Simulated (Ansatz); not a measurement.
**Ag: element swaps in one structure**

An exercise on one series of results from a longer session: the logs are not shown, and one member is left open.

Computed with Ansatz 0.2.0 (DFT r2SCAN, scalar-relativistic, plane waves, PAW, unless a step's input says otherwise).

1 further run of the same task is left out (set aside as unsound or not needed).

### The structure to begin with

Symmetry: P6_3/mmc, No. 194, hexagonal system. The conventional cell has a = 2.904 Å, b = 2.904 Å, c = 4.748 Å, α = 90.00°, β = 90.00°, γ = 120.00°. Around Ag (site symmetry -6m2) lie 12 Ag at 2.90 to 2.91 Å.

As a file:

```cif
data_structure
_symmetry_space_group_name_H-M 'P6_3/mmc'
_symmetry_Int_Tables_number 194
_cell_length_a 2.9037
_cell_length_b 2.9037
_cell_length_c 4.7475
_cell_angle_alpha 90.000
_cell_angle_beta 90.000
_cell_angle_gamma 120.000
_cell_volume 34.67
loop_
_atom_site_label
_atom_site_type_symbol
_atom_site_symmetry_multiplicity
_atom_site_Wyckoff_symbol
_atom_site_fract_x
_atom_site_fract_y
_atom_site_fract_z
_atom_site_occupancy
Ag1 Ag 2 c 0.33333 0.66667 0.25000 1
```

It goes back to an entry of the Materials Project, which need not be the stable form.

This cell was relaxed beforehand with the same method: volume 17.33 Å³/atom, gap on the mesh none (metal).

Set-up of the first run:

File input.yaml:

```yaml
crystal:
  lattice:
    - [2.6689602922, 0.0, 0.0]
    - [-1.3344801461, 2.3113874147, 0.0]
    - [0.0, 0.0, 4.3637774716]
  atoms:
    - { symbol: Li, position: [0.3333333333, 0.6666666667, 0.25] }
    - { symbol: Li, position: [0.6666666667, 0.3333333333, 0.75] }
basis:
  ecutwfc: 500
kpoints:
  mp_grid: { grid: [6, 6, 4] }
hamiltonian:
  xc: r2scan
scf:
  occupations: { method: gaussian, width: 0.1 }
output:
  forces: true
  stress: true
  eigenvalues: true
```

Command:

```bash
ansatz run input.yaml --threads 1 --pin off --max-ram 2560MiB --backend cpu --events-out ev --progress --plain --runs-dir out
```

Among the steps run: A first look at the start (Li); Rough relaxation on the coarse mesh (Li); Full relaxation (Li); Probe: one point at the start (Na); Rough relaxation on the coarse mesh (Na); Relaxing cell and atoms (Na).

One of the session's tables, all rows but one given; the rest of the session is left out.

Lengths are those of the vectors of the cell that was run:

```
   swap  volume (Å³/atom)  a (Å)  b (Å)  c (Å)
   none             17.33  2.904  2.904  4.748
Ag → Au             17.59  2.890  2.890  4.865
Ag → Pd             15.00  2.739  2.739  4.618
Ag → Li             20.99  3.088  3.088  5.083
Ag → Na                 ?      ?      ?      ?
```

**Question.** Estimate the row for Ag → Na.

As computed: volume (Å³/atom): 37.78; a (Å): 3.777; b (Å): 3.777; c (Å): 6.117. In the column «volume (Å³/atom)» it is the highest.

Lengths are those of the computed cell. Rows of earlier swaps come from the sessions before.
